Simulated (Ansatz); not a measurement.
HgTe: the relaxed cell by functional

The starting cell is an entry of the Crystallography Open Database (1926):

```
Hg Te
1.0
     0.00000    3.18000    3.18000
     3.18000    0.00000    3.18000
     3.18000    3.18000    0.00000
Hg Te
1 1
Direct
  0.00000 0.00000 0.00000
  0.50000 0.50000 0.50000
```

Atoms and cell were relaxed at zero pressure with plane-wave PAW DFT (Ansatz 0.2.0; one set of PAW datasets, made under PBE, for all functionals; 420 eV, r2SCAN 500 eV; 9×9×9 Γ-centred mesh, fermi-dirac occupations of width 0.100 eV; no spin polarisation, no spin-orbit coupling, no dispersion correction), keeping the symmetry (Fm-3m, No. 225).

How do the functionals compare with each other and with the entry?

The relaxed conventional cells:

```csv
functional,a (Å),volume (Å³/atom),formation energy (eV/atom)
LDA,5.946,26.28,-0.076
PBEsol,6.006,27.08,-0.068
PBE,6.143,28.98,-0.029
r2SCAN,6.095,28.30,-0.057
the entry,6.360,32.16,–
```

LDA gives the smallest volume and PBE the largest, 10.3 % more, the usual order, since LDA overbinds and PBE's gradient terms loosen the lattice. Against the entry's volume: LDA -18.3 %, PBEsol -15.8 %, PBE -9.9 %, r2SCAN -12.0 %. No verdict is drawn from this: the entry is old or was flagged in a check, so the entry may be off as well as the functionals. The formation energies span 0.05 eV an atom, lowest under LDA.

Caveats: each relaxation keeps the start's symmetry, so a distorted cell may lie lower; computed cells are at 0 K with fixed nuclei, while the entry holds thermal expansion, often some tenths of a per cent in volume and more in soft crystals; no spin-orbit coupling, which moves formation energies of heavy elements; an old entry, and the compound itself may be in doubt; the relaxed cell lies far from the entry, by an error of the functional or of the entry; formation energies are at zero smearing against the elements' usual phases under the same functional, gases as free molecules, uncorrected.
